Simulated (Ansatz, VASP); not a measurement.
# Two plane-wave programs on ZrSi6

```xyz
7
Lattice="7.0485 0.0000 0.0000 -3.5242 6.1042 0.0000 0.0000 0.0000 2.9475" Properties=species:S:1:pos:R:3 pbc="T T T"
Zr    0.0000    0.0000    0.0000
Si   -1.2089    4.7674    0.0000
Si    0.0000    2.6735    0.0000
Si    1.2089    4.7674    0.0000
Si    4.7332    1.3368    0.0000
Si    3.5242    3.4307    0.0000
Si    2.3153    1.3368    0.0000
```

Alike in both runs: task relaxation of cell and atoms; functional PBE; k mesh 3 × 3 × 6; occupations gaussian, width 0.1 eV; no spin polarisation.

|  | VASP | Ansatz |
| --- | --- | --- |
| version | VASP 6.6.1 | Ansatz 0.2.0 |
| potentials or method | VASP PAW PBE potentials, release 64 (Zr_sv, Si) | scalar-relativistic, plane waves, PAW |
| plane-wave cutoff (eV) | 600 | 420 |
| valence electrons in the cell | 36 | 36 |

VASP gave:

* gap on the k mesh at the Fermi level, each at its own relaxed structure (eV): none
* relaxed volume (Å³/atom): 17.29
* relaxed cell length with the largest relative difference (Å): 7.206
* energy change over the relaxation (meV/atom): -76

Problem. What did Ansatz give for the same quantities?

Solution. gap on the k mesh at the Fermi level, each at its own relaxed structure (eV): none; relaxed volume (Å³/atom): 17.32; relaxed cell length with the largest relative difference (Å): 7.210; energy change over the relaxation (meV/atom): -76.

A gap of «none» marks a metal or a gap that the smearing closes.
